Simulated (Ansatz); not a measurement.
# SnS2: the cost of one run

Program: Ansatz 0.2.0. Level of theory: DFT LDA, scalar-relativistic, plane waves, PAW. These are calculated values, not measurements.

3 further runs of the same task are left out: 2 that didn't finish, 1 set aside as unsound or not needed.

## Step 1: Starting point

It takes space group P-3m1 (No. 164, trigonal). Conventional cell: a = 3.632 Å, b = 3.632 Å, c = 5.699 Å, α = 90.00°, β = 90.00°, γ = 120.00°. Around Sn (site symmetry -3m) lie 6 S at 2.56 Å. S (site symmetry 3m) has 3 Sn at 2.56 Å as nearest neighbours.

As a file:

```cif
data_structure
_symmetry_space_group_name_H-M 'P-3m1'
_symmetry_Int_Tables_number 164
_cell_length_a 3.6323
_cell_length_b 3.6323
_cell_length_c 5.6986
_cell_angle_alpha 90.000
_cell_angle_beta 90.000
_cell_angle_gamma 120.000
_cell_volume 65.11
loop_
_atom_site_label
_atom_site_type_symbol
_atom_site_symmetry_multiplicity
_atom_site_Wyckoff_symbol
_atom_site_fract_x
_atom_site_fract_y
_atom_site_fract_z
_atom_site_occupancy
Sn1 Sn 1 a 0.00000 0.00000 0.00000 1
S1 S 2 d 0.66667 0.33333 0.25745 1
```

It is the result of an earlier relaxation at this level (volume 21.70 Å³/atom; gap on the mesh: 1.04 eV).

## Step 2: The cell under 16 GPa

What is minimised here is the enthalpy; the energy can go up as the cell is squeezed.

Contents of input.yaml:

```yaml
crystal:
  lattice:
    - [3.6322974525, 0.0, 0.0]
    - [-1.8161487262, 3.145661868, 0.0]
    - [0.0, 0.0, 5.6986094074]
  atoms:
    - { symbol: Sn, position: [0.0, 0.0, 0.0] }
    - { symbol: S, position: [0.6666666667, 0.3333333333, 0.2574471903] }
    - { symbol: S, position: [0.3333333333, 0.6666666667, 0.7425528097] }
basis:
  ecutwfc: 420
kpoints:
  mp_grid: { grid: [12, 12, 6] }
hamiltonian:
  xc: lda
scf:
  occupations: { method: fixed }
output:
  forces: true
  stress: true
  eigenvalues: true
relax:
  adjacent_minimum: "off"
  f_tol: 0.001
  max_steps: 60
  cell: { stress_tol: 0.02, p_target: 16.0 }
```

Launch:

```
ansatz run input.yaml --threads 1 --pin off --max-ram 3072MiB --backend cpu --events-out ev --progress --plain --runs-dir out
```

Q: Estimate wall time and peak memory on 1 thread of AMD EPYC 9R45 (Zen 5), shared host.

About 21 s, with a peak of 0.42 GiB.
